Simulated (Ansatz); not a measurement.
PbS:

```xyz
4
Lattice="2.0800 -5.9913 0.0000 2.0800 5.9913 0.0000 0.0000 0.0000 4.2793" Properties=species:S:1:pos:R:3 pbc="T T T"
Pb    2.0800    4.4268    1.0698
Pb    2.0800   -4.4268    3.2095
S     2.0800    1.7399    1.0698
S     2.0800   -1.7399    3.2095
```

Measurements of this composition are mostly on another form, of space group No. 225.

```yaml
Program: Ansatz 0.2.0
Task: relaxation of cell and atoms
Functional: PBEsol
Dispersion: D4
Potentials_or_basis: Ansatz PAW
Cutoff: "420 eV (not typed: the program's choice for these potentials)"
k_mesh: 7 × 7 × 6
Occupations: fermi-dirac, width 0.05 eV
Spin: no spin polarisation
```

At the start: volume 26.66 Å³/atom.

**Question.** How do energy, volume and symmetry change on relaxing?

**Answer.** It ends after 7 steps and the volume is 24.33 Å³/atom (-8.7 %); space group Cmcm (No. 63, to 0.05 Å).

The path:
| step | energy change (eV) | largest force (eV/Å) | volume (Å³) |
| --- | --- | --- | --- |
| 1 | 0.0000 | 0.0340 | 106.65 |
| 2 | -0.0812 | 0.1456 | 95.25 |
| 3 | -0.0959 | 0.0859 | 97.47 |
| 4 | -0.0978 | 0.0180 | 97.84 |
| 5 | -0.0984 | 0.0067 | 97.34 |
| 6 | -0.0984 | 0.0005 | 97.34 |
| 7 | -0.0977 | 0.0004 | 97.34 |

Final structure:
```cif
data_structure
_symmetry_space_group_name_H-M 'P 1'
_symmetry_Int_Tables_number 1
_cell_length_a 6.0384
_cell_length_b 6.0384
_cell_length_c 4.2168
_cell_angle_alpha 90.000
_cell_angle_beta 90.000
_cell_angle_gamma 140.722
_cell_volume 97.34
loop_
_atom_site_label
_atom_site_type_symbol
_atom_site_fract_x
_atom_site_fract_y
_atom_site_fract_z
_atom_site_occupancy
Pb1 Pb 0.12501 0.87499 0.25000 1
Pb2 Pb 0.87499 0.12501 0.75000 1
S1 S 0.36097 0.63903 0.25000 1
S2 S 0.63903 0.36097 0.75000 1
```

Caveat: the plane-wave basis is chosen anew once the cell has moved, so the energies of steps on either side of that aren't comparable; the PAW data sets come from PBE, with cores solved anew for the run's functional, which leaves a small shift of forces and pressure.
